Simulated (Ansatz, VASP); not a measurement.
# SiC (Moissanite) in two plane-wave programs, part 2 of 3

One calculation is typed for both programs; each brings its own data sets and cutoff. How far apart do they land? The cell is taken from a series of VASP runs on this material, whose earlier steps may have relaxed, scaled or displaced it; both programs get it as it stands. Other levels of theory on this material are compared in a session of their own.

VASP 6.6.1 and Ansatz 0.2.0.

So far: Starting point; Ansatz: dielectric response, LDA.

## Step 3: VASP: dielectric response, LDA

Level of this step: LDA; plane waves and PAW (Si, C) (VASP).

The same cell, functional (in two slightly different forms) and mesh now go to VASP, with its own data sets and cutoff.

Lines of VASP's logs that name or quote its potential files are left out, and so is its time.

INCAR reads:

```
SYSTEM = SiC
PREC = Accurate
ENCUT = 460
EDIFF = 1E-08
NELM = 100
ISMEAR = 0
SIGMA = 0.01
LREAL = .FALSE.
ALGO = Normal
GGA = CA
NBANDS = 14
LORBIT = 11
LWAVE = .FALSE.
LCHARG = .FALSE.
KPAR = 8
LEPSILON = .TRUE.
LPEAD = .TRUE.
```

POSCAR reads:

```
SiC
1.0
    3.0760000000      0.0000000000      0.0000000000
   -1.5380000000      2.6638941420      0.0000000000
    0.0000000000      0.0000000000      5.0480000000
Si C
2 2
Direct
    0.6666666667      0.3333333333      0.5000000000
    0.3333333333      0.6666666667      0.0000000000
    0.6666666667      0.3333333333      0.8850000000
    0.3333333333      0.6666666667      0.3850000000
```

KPOINTS reads:

```
Automatic mesh
0
Gamma
12 12 6
0 0 0
```

The projector-augmented-wave data sets are Si and C (LDA family, release 64).

Launch:

```bash
> mpirun -np 8 vasp_std
```

Numbers of over 12 decimals in the logs are rounded to 6 here.

The log of the run:

```text
[banner, memory and clock lines left out]
running    8 mpi-ranks, on    1 nodes
 distrk:  each k-point on    1 cores,    8 groups
 distr:  one band on    1 cores,    1 groups

 POSCAR found type information on POSCAR SiC
 POSCAR found :  2 types and       4 ions
|                                                                             |
|           W    W    AA    RRRRR   N    N  II  N    N   GGGG   !!!           |
|           W    W   A  A   R    R  NN   N  II  NN   N  G    G  !!!           |
|           W    W  A    A  R    R  N N  N  II  N N  N  G       !!!           |
|           W WW W  AAAAAA  RRRRR   N  N N  II  N  N N  G  GGG   !            |
|           WW  WW  A    A  R   R   N   NN  II  N   NN  G    G                |
|           W    W  A    A  R    R  N    N  II  N    N   GGGG   !!!           |
|                                                                             |
|     For optimal performance we recommend to set                             |
|       NCORE = 2 up to number-of-cores-per-socket                            |
|     NCORE specifies how many cores store one orbital (NPAR=cpu/NCORE).      |
|     This setting can greatly improve the performance of VASP for DFT.       |
|     The default, NCORE=1 might be grossly inefficient on modern             |
|     multi-core architectures or massively parallel machines. Do your        |
|     Unfortunately you need to use the default for GW and RPA                |
|     calculations (for HF NCORE is supported but not extensively tested      |
|     yet).                                                                   |
|                                                                             |

 LDA part: xc-table for (Slater(with rela. corr.)+CA(PZ))
 , standard interpolation
 POSCAR, INCAR and KPOINTS ok, starting setup
 FFT: planning ... GRIDC
 FFT: planning ... GRID_SOFT
 FFT: planning ... GRID
 WAVECAR not read
 entering main loop
       N       E                     dE             d eps       ncg     rms          rms(c)
DAV:   1     0.221302550303E+02    0.22130E+02   -0.67881E+03  2144   0.927E+02
DAV:   2    -0.347532426393E+02   -0.56883E+02   -0.52570E+02  3010   0.164E+02
DAV:   3    -0.373143248352E+02   -0.25611E+01   -0.25509E+01  2932   0.330E+01
DAV:   4    -0.373386273297E+02   -0.24302E-01   -0.24294E-01  2458   0.392E+00
DAV:   5    -0.373389643381E+02   -0.33701E-03   -0.33698E-03  2914   0.425E-01    0.129E+01
DAV:   6    -0.333926536881E+02    0.39463E+01   -0.93409E+00  2746   0.186E+01    0.596E+00
DAV:   7    -0.332800300656E+02    0.11262E+00   -0.11538E+00  2932   0.660E+00    0.245E+00
DAV:   8    -0.332414355969E+02    0.38594E-01   -0.65195E-02  2488   0.164E+00    0.716E-01
DAV:   9    -0.332359803725E+02    0.54552E-02   -0.90888E-03  2608   0.663E-01    0.121E-01
DAV:  10    -0.332360368858E+02   -0.56513E-04   -0.54288E-04  2632   0.163E-01    0.636E-02
DAV:  11    -0.332360404773E+02   -0.35916E-05   -0.18075E-05  2686   0.351E-02    0.181E-02
DAV:  12    -0.332360393259E+02    0.11515E-05   -0.31059E-06  2686   0.113E-02    0.658E-03
DAV:  13    -0.332360389987E+02    0.32720E-06   -0.12251E-06  2836   0.657E-03    0.129E-03
DAV:  14    -0.332360390154E+02   -0.16754E-07   -0.57196E-08  2512   0.187E-03    0.476E-04
DAV:  15    -0.332360390193E+02   -0.38431E-08   -0.88303E-10  1634   0.233E-04
   1 F= -.33236039E+02 E0= -.33236039E+02  d E =-.210305E-16
 Linear response reoptimize wavefunctions to high precision
DAV:   1    -0.332360390198E+02   -0.48294E-09   -0.17625E-10  1886   0.103E-04
DAV:   2    -0.332360390198E+02   -0.50477E-10   -0.22673E-11  1364   0.410E-05
 Linear response to external field (no local field effect), progress :
  Direction:   1
       N       E                     dE             d eps       ncg     rms          rms(c)
RMM:   1    -0.555712681842E+00   -0.55571E+00   -0.21352E+00  1822   0.352E+00
RMM:   2    -0.571788389478E+00   -0.16076E-01   -0.66994E-03  1824   0.544E-01
RMM:   3    -0.571899420246E+00   -0.11103E-03   -0.13390E-04  1824   0.567E-02
RMM:   4    -0.571902464028E+00   -0.30438E-05   -0.40175E-06  1825   0.959E-03
RMM:   5    -0.571902553034E+00   -0.89006E-07   -0.56977E-07  1812   0.165E-03
RMM:   6    -0.571902558261E+00   -0.52277E-08   -0.46193E-07  1160   0.400E-04
RMM:   7    -0.571902558445E+00   -0.18340E-09   -0.45812E-07   546   0.176E-04
RMM:   8    -0.571902558506E+00   -0.61358E-10   -0.34041E-07   169   0.145E-04
RMM:   9    -0.571902558520E+00   -0.13721E-10   -0.36455E-07   103   0.143E-04
RMM:  10    -0.571902558522E+00   -0.19139E-11   -0.36882E-07   101   0.143E-04
RMM:  11    -0.571902558521E+00    0.90972E-12   -0.36895E-07   101   0.143E-04
 change of polarisation eV/A/(eV/A) component  1 :     1.144    -0.497    -0.207
 dielectric tensor                  component  1 :     6.004    -2.172    -0.904
 Linear response to external field (no local field effect), progress :
  Direction:   2
       N       E                     dE             d eps       ncg     rms          rms(c)
RMM:   1    -0.831968579590E+00   -0.83197E+00   -0.33663E+00  1822   0.389E+00
RMM:   2    -0.852083365059E+00   -0.20115E-01   -0.79652E-03  1824   0.577E-01
RMM:   3    -0.852201090450E+00   -0.11773E-03   -0.15328E-04  1824   0.587E-02
RMM:   4    -0.852204476142E+00   -0.33857E-05   -0.43977E-06  1824   0.970E-03
RMM:   5    -0.852204583078E+00   -0.10694E-06   -0.55634E-07  1804   0.168E-03
RMM:   6    -0.852204588365E+00   -0.52867E-08   -0.40946E-07  1065   0.395E-04
RMM:   7    -0.852204588637E+00   -0.27161E-09   -0.38851E-07   537   0.166E-04
RMM:   8    -0.852204588544E+00    0.92818E-10   -0.34596E-07   174   0.132E-04
RMM:   9    -0.852204589261E+00   -0.71684E-09   -0.40796E-07    96   0.130E-04
RMM:  10    -0.852204589262E+00   -0.18961E-11   -0.43565E-07    96   0.130E-04
RMM:  11    -0.852204589262E+00    0.24492E-12   -0.43258E-07    96   0.130E-04
 change of polarisation eV/A/(eV/A) component  2 :    -0.497     1.704    -0.131
 dielectric tensor                  component  2 :    -2.173     8.456    -0.574
 Linear response to external field (no local field effect), progress :
  Direction:   3
       N       E                     dE             d eps       ncg     rms          rms(c)
RMM:   1    -0.754071816911E+00   -0.75407E+00   -0.32030E+00  1823   0.356E+00
RMM:   2    -0.774257042786E+00   -0.20185E-01   -0.72981E-03  1824   0.517E-01
RMM:   3    -0.774364304752E+00   -0.10726E-03   -0.13570E-04  1824   0.507E-02
RMM:   4    -0.774367619099E+00   -0.33143E-05   -0.31947E-06  1824   0.824E-03
RMM:   5    -0.774367733486E+00   -0.11439E-06   -0.22533E-07  1775   0.140E-03
RMM:   6    -0.774367743689E+00   -0.10203E-07   -0.18832E-07   900   0.329E-04
RMM:   7    -0.774367744646E+00   -0.95695E-09   -0.19756E-07   370   0.146E-04
RMM:   8    -0.774367744924E+00   -0.27763E-09   -0.19699E-07   129   0.121E-04
RMM:   9    -0.774367744956E+00   -0.32365E-10   -0.19614E-07   100   0.120E-04
RMM:  10    -0.774367744956E+00    0.31641E-13   -0.19719E-07   100   0.120E-04
RMM:  11    -0.774367744956E+00   -0.52958E-13   -0.19654E-07   101   0.120E-04
 change of polarisation eV/A/(eV/A) component  3 :    -0.207    -0.131     1.549
 dielectric tensor                  component  3 :    -0.904    -0.573     7.775
 Linear response to external field, progress :
  Direction:   1
       N       E                     dE             d eps       ncg     rms          rms(c)
RMM:   1    -0.694101690076E+00   -0.69410E+00   -0.27533E+00  5804   0.367E+00
RMM:   2    -0.711947820538E+00   -0.17846E-01   -0.72658E-03  5808   0.553E-01    0.123E+00
RMM:   3    -0.691097038170E+00    0.20851E-01   -0.14740E-02 10065   0.666E-01    0.712E-01
RMM:   4    -0.709043448103E+00   -0.17946E-01   -0.17887E-02 12750   0.737E-01    0.105E-01
RMM:   5    -0.712673550975E+00   -0.36301E-02   -0.47118E-04 11322   0.150E-01    0.125E-02
RMM:   6    -0.712912250640E+00   -0.23870E-03   -0.78331E-06 12713   0.172E-02    0.630E-03
RMM:   7    -0.712986061253E+00   -0.73811E-04   -0.67707E-07 12768   0.438E-03    0.792E-04
RMM:   8    -0.713008439700E+00   -0.22378E-04    0.29633E-07 13912   0.166E-03    0.258E-04
RMM:   9    -0.713004627428E+00    0.38123E-05    0.18412E-07 13434   0.463E-04    0.377E-05
RMM:  10    -0.713004576447E+00    0.50981E-07   -0.28427E-07 11388   0.173E-04    0.150E-05
RMM:  11    -0.713004551921E+00    0.24526E-07   -0.98646E-08  8073   0.118E-04    0.226E-06
 change of polarisation eV/A/(eV/A) component  1 :     1.348    -0.081     0.000
 dielectric tensor                  component  1 :     6.896    -0.355     0.000
 Linear response to external field, progress :
  Direction:   2
       N       E                     dE             d eps       ncg     rms          rms(c)
RMM:   1    -0.694401524963E+00   -0.69440E+00   -0.27564E+00  5804   0.363E+00
RMM:   2    -0.711929184663E+00   -0.17528E-01   -0.71134E-03  5808   0.543E-01    0.123E+00
RMM:   3    -0.691074444858E+00    0.20855E-01   -0.14677E-02 10041   0.666E-01    0.712E-01
RMM:   4    -0.709040471420E+00   -0.17966E-01   -0.18030E-02 12865   0.737E-01    0.104E-01
RMM:   5    -0.712643976847E+00   -0.36035E-02   -0.46431E-04 11322   0.150E-01    0.125E-02
RMM:   6    -0.712887645890E+00   -0.24367E-03   -0.75755E-06 12733   0.171E-02    0.631E-03
RMM:   7    -0.712962970845E+00   -0.75325E-04   -0.68343E-07 12830   0.429E-03    0.778E-04
RMM:   8    -0.712984354397E+00   -0.21384E-04    0.18918E-08 13986   0.163E-03    0.255E-04
RMM:   9    -0.712980772308E+00    0.35821E-05   -0.27938E-08 13431   0.452E-04    0.378E-05
RMM:  10    -0.712980777057E+00   -0.47492E-08   -0.39559E-07 11146   0.158E-04    0.149E-05
RMM:  11    -0.712980713894E+00    0.63163E-07   -0.20590E-07  8016   0.114E-04    0.181E-06
 change of polarisation eV/A/(eV/A) component  2 :    -0.188     1.348    -0.000
 dielectric tensor                  component  2 :    -0.823     6.895    -0.000
 Linear response to external field, progress :
  Direction:   3
       N       E                     dE             d eps       ncg     rms          rms(c)
RMM:   1    -0.754071816911E+00   -0.75407E+00   -0.32030E+00  1823   0.356E+00
RMM:   2    -0.774256159290E+00   -0.20184E-01   -0.72982E-03  1824   0.517E-01    0.126E+00
RMM:   3    -0.755416341208E+00    0.18840E-01   -0.12651E-02  3128   0.631E-01    0.735E-01
RMM:   4    -0.776132908492E+00   -0.20717E-01   -0.16436E-02  4026   0.714E-01    0.102E-01
RMM:   5    -0.779461843040E+00   -0.33289E-02   -0.38357E-04  3493   0.136E-01    0.160E-02
RMM:   6    -0.779806322180E+00   -0.34448E-03   -0.70244E-06  3853   0.164E-02    0.662E-03
RMM:   7    -0.779862840248E+00   -0.56518E-04   -0.29382E-07  3945   0.308E-03    0.155E-03
RMM:   8    -0.779903784704E+00   -0.40944E-04   -0.18033E-07  4226   0.140E-03    0.170E-04
RMM:   9    -0.779902839035E+00    0.94567E-06   -0.13591E-07  4022   0.275E-04    0.480E-05
RMM:  10    -0.779903782591E+00   -0.94356E-06   -0.10562E-07  3297   0.134E-04    0.103E-05
RMM:  11    -0.779903910111E+00   -0.12752E-06   -0.14625E-07  2590   0.118E-04    0.313E-06
 change of polarisation eV/A/(eV/A) component  3 :    -0.204    -0.130     1.476
 dielectric tensor                  component  3 :    -0.893    -0.567     7.456
 Born effective charges drift removed
```

From OUTCAR (step 3):

```text
ion  position               nearest neighbor table
   1  0.667  0.333  0.500-   4 1.87   4 1.87   4 1.87   3 1.94   2 3.09   2 3.09   2 3.09   2 3.09
                             2 3.09   2 3.09
   2  0.333  0.667  0.000-   3 1.87   3 1.87   3 1.87   4 1.94   1 3.09   1 3.09   1 3.09   1 3.09
                             1 3.09   1 3.09
   3  0.667  0.333  0.885-   2 1.87   2 1.87   2 1.87   1 1.94
   4  0.333  0.667  0.385-   1 1.87   1 1.87   1 1.87   2 1.94

  LATTYP: Found a hexagonal cell.
 ALAT       =     3.0760000000
 C/A-ratio  =     1.6410923277

 Subroutine GETGRP returns: Found 12 space group operations
 (whereof  6 operations were pure point group operations)

The static configuration has the point symmetry C_3v.
 The point group associated with its full space group is C_6v.

 Found     76 irreducible k-points:

   k-points           NKPTS =     76   k-points in BZ     NKDIM =     76   number of bands    NBANDS=     14

   dimension x,y,z NGX =    24 NGY =   24 NGZ =   36
   dimension x,y,z NGXF=    48 NGYF=   48 NGZF=   72

   ENCUT  =  460.0 eV  33.81 Ry    5.81 a.u.   5.38  5.38  8.83*2*pi/ulx,y,z

   NELECT =      16.0000    total number of electrons

 k-points in reciprocal lattice and weights: Automatic mesh
   0.00000000  0.00000000  0.00000000       0.001
   0.08333333 -0.00000000  0.00000000       0.007
   0.16666667 -0.00000000  0.00000000       0.007
   0.25000000 -0.00000000  0.00000000       0.007
   0.33333333  0.00000000  0.00000000       0.007
   0.41666667 -0.00000000  0.00000000       0.007
   0.50000000 -0.00000000  0.00000000       0.003
   0.08333333  0.08333333  0.00000000       0.007
   0.16666667  0.08333333  0.00000000       0.014
[...]
0.33333333  0.25000000  0.50000000       0.014
   0.33333333  0.33333333  0.50000000       0.002

 average (electrostatic) potential at core
       1 -81.9365       2 -81.9365       3 -49.0098       4 -49.0098

  Total       -0.5791894     -0.5791894     -1.6765805     -0.0000000      0.0000000      0.0000000
  in kB      -22.4340936    -22.4340936    -64.9400093     -0.0000000      0.0000000      0.0000000
  external PRESSURE =     -36.6027322 kB  Pullay stress =       0.0000000 kB

  energy-cutoff  :      460.00
  volume of cell :       41.36
      direct lattice vectors                 reciprocal lattice vectors
     3.076000000  0.000000000  0.000000000     0.325097529  0.187695146  0.000000000
    -1.538000000  2.663894142  0.000000000     0.000000000  0.375390292  0.000000000
     0.000000000  0.000000000  5.048000000     0.000000000  0.000000000  0.198098257

 POSITION                                       TOTAL-FORCE (eV/Angst)
 -----------------------------------------------------------------------------------
      1.53800      0.88796      2.52400         0.000000      0.000000      0.734571
     -0.00000      1.77593      0.00000        -0.000000     -0.000000      0.734571
      1.53800      0.88796      4.46748         0.000000     -0.000000     -0.734571
     -0.00000      1.77593      1.94348         0.000000     -0.000000     -0.734571
 -----------------------------------------------------------------------------------
    total drift:                                0.000000      0.000000     -0.000193

 MACROSCOPIC STATIC DIELECTRIC TENSOR (including local field effects in DFT)
 ------------------------------------------------------
           6.895529    -0.000000     0.000000
           0.000000     6.895529     0.000000
           0.000000     0.000000     7.456283
 ------------------------------------------------------

 PIEZOELECTRIC TENSOR (including local field effects)  for field in x, y, z        (C/m^2)
          XX          YY          ZZ          XY          YZ          ZX
  --------------------------------------------------------------------------------
  x     0.00000     0.00000     0.00000     0.00000     0.00000     0.55515
  y     0.00000     0.00000     0.00000    -0.00000     0.55515     0.00000
  z     0.48938     0.48938    -0.76691     0.00000     0.00000     0.00000

 BORN EFFECTIVE CHARGES (including local field effects) (in |e|, cummulative output)
 ---------------------------------------------------------------------------------
 ion    1
    1     2.66748     0.00000     0.00000
    2     0.00000     2.66748     0.00000
    3     0.00000     0.00000     2.91055
 ion    2
    1     2.66748     0.00000    -0.00000
    2     0.00000     2.66748     0.00000
    3     0.00000     0.00000     2.91055
 ion    3
    1    -2.66748     0.00000     0.00000
    2    -0.00000    -2.66748     0.00000
    3     0.00000     0.00000    -2.91055
 ion    4
    1    -2.66748     0.00000     0.00000
    2     0.00000    -2.66748     0.00000
    3    -0.00000    -0.00000    -2.91055
```

Energies printed during the response cycles are not total energies of the cell.

## Step 4: Side by side

Known differences besides the potentials themselves: the two LDA forms differ slightly; VASP's response is taken on the typed mesh, Ansatz refines its own for the field response alone; the cutoff is 420 eV in Ansatz and 460 eV in VASP; VASP's log shows a relativistic correction to its local exchange, Ansatz's none. Total energies have different zeros and are not compared.

Both answers:

```tsv
quantity	Ansatz	VASP	difference
ε∞ xx	6.89	6.90	-0.03 %
ε∞ yy	6.89	6.90	-0.03 %
ε∞ zz	7.46	7.46	+0.02 %
Born charge of Si1 (mean of the diagonal) (e)	2.76	2.75	+0.02
Born charge of C3 (mean of the diagonal) (e)	-2.76	-2.75	-0.02
```

(Continued in part 3 of 3.)

[Lines on the potential files, build, host, timing and source positions are cut from VASP's logs without a mark.]

[Logs are printed without paths, hosts, clocks, repeated set-up lines and the standing remarks that a program may print on its own settings, such as how far it seeks lower states.]

[Hosts, paths, dates, database ids (printed as entryN), source tags and the programs' standing remarks are cut or masked in the printed files.]
